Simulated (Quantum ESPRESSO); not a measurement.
A calculation with Quantum ESPRESSO 7.5 of Pt (ASE script, Cartesian positions):

File run.py:

```python
import numpy as np
from ase.calculators.espresso import Espresso, EspressoProfile
from ase.io import read

atoms = read('Pt.xyz')

input_data = {
    'control': {'calculation': 'scf', 'prefix': 'pwscf', 'outdir': './tmp', 'tprnfor': True, 'tstress': True, 'disk_io': 'nowf'},
    'system': {'ecutwfc': 55.0, 'ecutrho': 440.0, 'nbnd': 14, 'occupations': 'smearing', 'smearing': 'fd', 'degauss': 0.00367493},
    'electrons': {'conv_thr': 2e-10, 'electron_maxstep': 120, 'mixing_beta': 0.5},
}
pseudopotentials = {'Pt': 'pt_pbe_v1.4.uspp.F.UPF'}
profile = EspressoProfile(command='pw.x', pseudo_dir='pseudo')
dft = Espresso(profile=profile, input_data=input_data, pseudopotentials=pseudopotentials, kpts=(12, 12, 12), koffset=(0, 0, 0))
atoms.calc = dft

print(f'energy {atoms.get_potential_energy():.8f} eV')
print('forces (eV/A)')
print(np.round(atoms.get_forces(), 6))
print('stress (eV/A^3, Voigt)')
print(np.round(atoms.get_stress(), 8))
print(f'Fermi level {dft.get_fermi_level():.4f} eV')
```

File Pt.xyz:

```xyz
1
Lattice="-1.5821724000 1.5849819900 1.5846552900 1.6029151900 -1.5797795700 1.6001956600 1.5674823500 1.5650895200 -1.5794528700" Properties=species:S:1:pos:R:3 pbc="T T T"
Pt     0.0000000000      0.0000000000      0.0000000000
```

Potentials or basis: SSSP 1.3 efficiency PBE.

The run is started by

```sh
$ OMP_NUM_THREADS=1 python run.py
```

This isn't the form of Pt at room conditions, which is fcc.

Task: Write the same calculation in another form: native input, structure typed inline.

Result: As run:

Contents of pw.in:

```
&CONTROL
  calculation = 'scf'
  prefix = 'pwscf'
  outdir = './tmp'
  pseudo_dir = './pseudo'
  tprnfor = .true.
  tstress = .true.
  disk_io = 'nowf'
/
&SYSTEM
  ibrav = 0
  nat = 1
  ntyp = 1
  ecutwfc = 55
  ecutrho = 440
  nbnd = 14
  occupations = 'smearing'
  smearing = 'fd'
  degauss = 0.00367493
/
&ELECTRONS
  conv_thr = 2d-10
  electron_maxstep = 120
  mixing_beta = 0.5
/
ATOMIC_SPECIES
Pt   195.0840 pt_pbe_v1.4.uspp.F.UPF
CELL_PARAMETERS angstrom
  -1.5821724000    1.5849819900    1.5846552900
   1.6029151900   -1.5797795700    1.6001956600
   1.5674823500    1.5650895200   -1.5794528700
ATOMIC_POSITIONS crystal
Pt     0.0000000000    0.0000000000    0.0000000000
K_POINTS automatic
12 12 12 0 0 0
```

Potentials or basis: SSSP 1.3 efficiency PBE.

The run is started by

```console
$ OMP_NUM_THREADS=1 pw.x -in pw.in > pw.out
```

Both were run:

|  | ASE script, Cartesian positions | native input, structure typed inline |
| --- | --- | --- |
| Pressure | -2.0 GPa | -2.0 GPa |
| Band gap on the k mesh | none (metal or under the smearing width) | none (metal or under the smearing width) |

Keys that steer only the numerical path or the files written may differ.
